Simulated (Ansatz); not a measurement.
# WS2: response to strain

WS2 is deformed so: zz strain of +3 %. What stress and forces result, by LAPW, PAW and all-electron datasets made for the crystal?

Program: Ansatz 0.2.0. Level of theory: DFT LDA, scalar-relativistic. These are calculated values, not measurements.

### Step 1. Starting point

The structure is trigonal, space group R3m (No. 160). The conventional cell has a = 3.158 Å, b = 3.158 Å, c = 18.490 Å, α = 90.00°, β = 90.00°, γ = 120.00°. W (site symmetry 3m) has 6 S at 2.39 to 2.42 Å as nearest neighbours. S (site symmetry 3m) is surrounded by 3 W at 2.39 Å. S (site symmetry 3m) is surrounded by 3 W at 2.42 Å.

As a file:

```cif
data_structure
_symmetry_space_group_name_H-M 'R3m:H'
_symmetry_Int_Tables_number 160
_cell_length_a 3.1580
_cell_length_b 3.1580
_cell_length_c 18.4900
_cell_angle_alpha 90.000
_cell_angle_beta 90.000
_cell_angle_gamma 120.000
_cell_volume 159.70
loop_
_atom_site_label
_atom_site_type_symbol
_atom_site_symmetry_multiplicity
_atom_site_Wyckoff_symbol
_atom_site_fract_x
_atom_site_fract_y
_atom_site_fract_z
_atom_site_occupancy
W1 W 3 a 0.00000 0.00000 0.00000 1
S1 S 3 a 0.66667 0.33333 0.08363 1
S2 S 3 a 0.33333 0.66667 0.24767 1
```

The file gives the conventional cell by its symmetry; the runs use the cell typed in the input.

Atoms are numbered in the order of the input: W1, S2, S3.

### Step 2. The deformed structure

Space group R3m before, R3m after.

### Step 3. LAPW, all electrons

input.yaml reads:

```yaml
crystal:
  lattice:
    - [1.5790003843, 0.9116362969, 6.3482299]
    - [-1.5790003843, 0.9116362969, 6.3482299]
    - [0.0, -1.8232725938, 6.3482299]
  atoms:
    - { symbol: W, position: [0.0, 0.0, 0.0] }
    - { symbol: S, position: [0.7503, 0.7503, 0.7503] }
    - { symbol: S, position: [0.581, 0.581, 0.581] }
kpoints:
  mp_grid: { grid: [13, 13, 13] }
  band_path:
    path:
      - [0.0, 0.0, 0.0]
      - [0.5, 0.5, 0.5]
      - [0.8195851073, 0.1804148927, 0.5]
      - [0.5, -0.1804148927, 0.1804148927]
      - [0.5, 0.0, 0.0]
      - [0.0, 0.0, 0.0]
      - [0.3402074464, -0.3402074464, 0.0]
      - [0.6597925536, 0.0, 0.3402074464]
      - [0.5, 0.0, 0.5]
    npoints: 5
scf:
  occupations: { method: fermi_dirac, width: 0.08 }
hamiltonian:
  xc: lda
  pseudopotentials: { kind: all_electron, lapw: { basis_error: 0.0005 } }
output:
  forces: true
  stress: true
  eigenvalues: true
```

Command:

```console
$ ansatz run input.yaml --threads 1 --pin off --max-ram 6144MiB --backend cpu --events-out ev --progress --plain --runs-dir out
```

What it wrote, shortened:

```text
LAPW: plane waves up to 8.950 Å⁻¹, error target 5.0e-4 eV per atom; small_component_spin mean_spin; S in spheres of 1.044 Å, 14 of its electrons in bands, Dirac shells []; W in spheres of 1.377 Å, 44 of its electrons in bands, Dirac shells []
[...]
Pseudopotentials: kind: all_electron
Pseudopotential: W, LAPW, valence charge 44, Koelling and Harmon's equation, gaussian nucleus
Pseudopotential: S, LAPW, valence charge 14, Koelling and Harmon's equation, gaussian nucleus
Functional definition: SPW92
[...]
Crystal: 3 atoms, lattice volume = 54.829 Å³
Basis set: ecut = 305.2110177016325 eV, 685 PW (Γ), FFT grids on a1−a3, a2−a3, a3, exchange–correlation at level 2
Bands: 44, of which v1, the nominal top of the filled ones, is band 36 counted from 1 (35 counted from 0)
Symmetry: 6 space group operations
Space group: R3m (ITA 160), of the structure as read, at distance tolerance 3.8e-5 Å
k-points: 231 of 2197 (time reversal used)
[...]
SCF iter   1: F=—  HF=-460610.973673 eV  |F-HF|=—  |Δ(HF+E_count)|=         —  Δρ=3.60e-2  dr2=8.13e-1  ethr=1.13e-3  ⟨swp⟩=2.0  Hψ=65238  notcnv=0
[...]
the basis was enlarged: its passes take 13.3 MiB over the memory plan, 1 of 1 planned eigensolver slots
[...]
SCF iter  10: F=-460610.551323 eV  HF=-460610.551323 eV  |F-HF|=1.01e-8  |Δ(HF+E_count)|=   5.04e-8  Δρ=4.59e-6  dr2=2.15e-8  ethr=3.13e-10  ⟨swp⟩=2.2  Hψ=28478  notcnv=0
[...]
NSCF: frozen V_eff on 41 k-points
SCF converged after 10 iterations
Free energy (F): -460610.551323 eV
[...]
E sigma→0 (E₀):  -460610.551311 eV
Entropy (-TS):   -0.000024 eV (-0.008 meV/atom)
Fermi energy:    13.741362 eV
[...]
--- Forces (eV/Å), atoms counted from 1 ---
  atom   1  W      0.00000000    -0.00000000    -0.54158231
  atom   2  S     -0.00000000    -0.00000000    -0.85251135
  atom   3  S      0.00000000     0.00000000     1.39408125
[...]
--- Stress (GPa, compression-positive) ---
       -6.591710       0.000000       0.000000
        0.000000      -6.591710      -0.000000
        0.000000      -0.000000     -11.786383
  P = ⅓ Tr σ = -8.3233 GPa (-83.233 kbar)
--- Band table (eV; the first three rows and the last of 231) ---
[...]
```

Run time: 4.5 min. Hardware: 1 thread of Arm Neoverse V2, shared host; peak memory 1.2 GiB.

Read from it: pressure -8.32 GPa; gap 1.09 eV; largest force 1.394 eV/Å.

### Step 4. PAW with frozen cores

input.yaml reads:

```yaml
crystal:
  lattice:
    - [1.5790003843, 0.9116362969, 6.3482299]
    - [-1.5790003843, 0.9116362969, 6.3482299]
    - [0.0, -1.8232725938, 6.3482299]
  atoms:
    - { symbol: W, position: [0.0, 0.0, 0.0] }
    - { symbol: S, position: [0.7503, 0.7503, 0.7503] }
    - { symbol: S, position: [0.581, 0.581, 0.581] }
kpoints:
  mp_grid: { grid: [13, 13, 13] }
scf:
  occupations: { method: fermi_dirac, width: 0.08 }
hamiltonian:
  xc: lda
  pseudopotentials: { kind: paw }
output:
  forces: true
  stress: true
  eigenvalues: true
  efg: { contact_densities: true }
```

Command:

```console
$ ansatz run input.yaml --threads 1 --pin off --max-ram 6144MiB --backend cpu --events-out ev --progress --plain --runs-dir out
```

What it wrote, shortened:

```text
[...]
W: output.efg is read without spin–orbit coupling, which moves field gradients at and beside such atoms by some per cent and up to a factor of two; PAW files take it under magnetization.noncollinear and magnetization.spin_orbit
[...]
Pseudopotentials: kind: paw
Pseudopotential: W, paw, valence charge 14, recommended cutoff 420 eV (normal)
Pseudopotential: S, paw, valence charge 6, recommended cutoff 420 eV (normal)
Functional definition: SPW92
[...]
Crystal: 3 atoms, lattice volume = 54.829 Å³
Basis set: ecut = 420 eV, 1047 PW (Γ), FFT grids on a1−a3, a2−a3, a3
Bands: 17, of which v1, the nominal top of the filled ones, is band 13 counted from 1 (12 counted from 0)
Symmetry: 6 space group operations
Space group: R3m (ITA 160), of the structure as read, at distance tolerance 3.8e-5 Å
k-points: 231 of 2197 (time reversal used)
[...]
--- Stress (GPa, compression-positive) ---
       -6.649620       0.000000       0.000000
        0.000000      -6.649620       0.000000
        0.000000       0.000000     -11.822867
  P = ⅓ Tr σ = -8.3740 GPa (-83.740 kbar)
--- PAW observables at the nuclei: V_zz in 10²¹ V/m², potentials from the cell's mean, atoms counted from 1 ---
  atom   1  W  V_zz =   -14.849091   η = 0.0000   by run symmetry: allowed
            electrostatic potential = -14805.607786 V   contact ρ = 8788637.398917 e/Å³
  atom   2  S  V_zz =    -4.076258   η = 0.0000   by run symmetry: allowed
            electrostatic potential = -1638.201084 V   contact ρ = 19607.407719 e/Å³
  atom   3  S  V_zz =    -3.273554   η = 0.0000   by run symmetry: allowed
            electrostatic potential = -1638.178337 V   contact ρ = 19607.962860 e/Å³
--- Band table (eV; the first three rows and the last of 231) ---
  k-point 0: bands = ["-63.5938", "-27.8693", "-27.6705", "-27.6705", "-4.4041", "-2.6162", "3.4975", "7.7393", "7.7393", "8.9340", "8.9340", "9.2228", "9.6008", "13.1639", "13.1639", "13.3952", "13.3952"]
[...]
```

Wall time 17 s (1 thread of Arm Neoverse V2, shared host); peak memory 0.53 GiB.

In short: pressure -8.37 GPa; gap on the k mesh 1.09 eV (an odd mesh misses the zone boundary); largest force 1.397 eV/Å; Vzz W1 -14.85 (η = 0.00), S2 -4.08 (η = 0.00), S3 -3.27 (η = 0.00) (10²¹ V/m²).

### Step 5. Datasets made for this crystal

Changes to input.yaml since step 4:

```diff
@@ -15,3 +15,3 @@
   xc: lda
-  pseudopotentials: { kind: paw }
+  pseudopotentials: { kind: all_electron, datasets: crystal }
 output:
```

Command:

```console
$ ansatz run input.yaml --threads 1 --pin off --max-ram 6144MiB --backend cpu --events-out ev --progress --plain --runs-dir out
```

What it wrote, shortened:

```text
[...]
band count auto-derived: 15 (N_el = 18.0; filled up to band 9; 13 by the electrons, moments and atoms)
W: output.efg is read without spin–orbit coupling, which moves field gradients at and beside such atoms by some per cent and up to a factor of two; PAW files take it under magnetization.noncollinear and magnetization.spin_orbit
[...]
Pseudopotentials: kind: all_electron
Pseudopotential: W, paw, valence charge 28, recommended cutoff 340 eV (normal), Koelling and Harmon's equation, gaussian nucleus
Pseudopotential: S, paw, valence charge 6, recommended cutoff 340 eV (normal), Koelling and Harmon's equation, gaussian nucleus
Functional definition: SPW92
[...]
Crystal: 3 atoms, lattice volume = 54.829 Å³
Basis set: ecut = 340 eV, 775 PW (Γ), FFT grids on a1−a3, a2−a3, a3
Bands: 15, of which v1, the nominal top of the filled ones, is band 9 counted from 1 (8 counted from 0)
[...]
       -6.594742       0.000000       0.000000
        0.000000      -6.594742      -0.000000
       -0.000000      -0.000000     -11.788678
  P = ⅓ Tr σ = -8.3261 GPa (-83.261 kbar)
  It holds what live shells' own plane waves past their cutoff add
--- PAW observables at the nuclei: V_zz in 10²¹ V/m², potentials from the cell's mean, atoms counted from 1 ---
  atom   1  W  V_zz =   -14.517872   η = 0.0000   by run symmetry: allowed
            electrostatic potential = -14799.600370 V   contact ρ = 8784001.443072 e/Å³
  atom   2  S  V_zz =    -4.082411   η = 0.0000   by run symmetry: allowed
            electrostatic potential = -1634.956901 V   contact ρ = 19625.162849 e/Å³
  atom   3  S  V_zz =    -3.277963   η = 0.0000   by run symmetry: allowed
            electrostatic potential = -1634.948838 V   contact ρ = 19625.718635 e/Å³
--- Band table (eV; the first three rows and the last of 231) ---
  k-point 0: bands = ["-1.8855", "-0.0974", "6.0108", "10.2566", "10.2566", "11.4518", "11.4518", "11.7369", "12.1156", "15.6798", "15.6798", "15.9105", "15.9105"]
[...]
```

It took 80 s on 1 thread of Arm Neoverse V2, shared host; peak memory 1.4 GiB.

In short: pressure -8.33 GPa; gap on the k mesh 1.10 eV (an odd mesh misses the zone boundary); largest force 1.394 eV/Å; Vzz W1 -14.52 (η = 0.00), S2 -4.08 (η = 0.00), S3 -3.28 (η = 0.00) (10²¹ V/m²).

### Step 6. Stress and forces compared

Stress (GPa, compression positive):

```
          method     xx     yy      zz    yz    xz    xy
            LAPW  -6.59  -6.59  -11.79  0.00  0.00  0.00
             PAW  -6.65  -6.65  -11.82  0.00  0.00  0.00
crystal datasets  -6.59  -6.59  -11.79  0.00  0.00  0.00
```

Forces (eV/Å):

```
atom  LAPW x  LAPW y  LAPW z  PAW x  PAW y   PAW z  crystal datasets x  crystal datasets y  crystal datasets z
  W1   0.000   0.000  -0.542  0.000  0.000  -0.542               0.000               0.000              -0.542
  S2   0.000   0.000  -0.853  0.000  0.000  -0.856               0.000               0.000              -0.852
  S3   0.000   0.000   1.394  0.000  0.000   1.397               0.000               0.000               1.394
```

| method | pressure (GPa) | gap on the k mesh (eV) | largest force (eV/Å) | Vzz W1 (10²¹ V/m²) | Vzz S2 (10²¹ V/m²) | Vzz S3 (10²¹ V/m²) | SCF cycles, all passes |
| --- | --- | --- | --- | --- | --- | --- | --- |
| LAPW | -8.32 | 1.10 | 1.394 | – | – | – | 10 |
| PAW | -8.37 | 1.09 | 1.397 | -14.85 | -4.08 | -3.27 | 8 |
| crystal datasets | -8.33 | 1.10 | 1.394 | -14.52 | -4.08 | -3.28 | 12 |

### Step 7. Summary of results

```
                                 quantity                                              value
                                 pressure  LAPW -8.32, PAW -8.37, crystal datasets -8.33 GPa
largest shear or deviatoric stress (LAPW)                                           3.46 GPa
```

What this shows: The largest part of the stress beyond the pressure is 3.46 GPa in size, in the zz component; the atoms are carried along and not relaxed. No run of the undeformed cell stands beside it, so the pressure holds what the given cell had before the change. PAW: stress within 0.06 GPa of LAPW, forces within 3 meV/Å. Crystal datasets: stress within 0.01 GPa of LAPW, forces within 1 meV/Å. Spin-orbit coupling is left out, though the cell holds W; in elements this heavy it can shift bands and gaps by tenths of an eV.
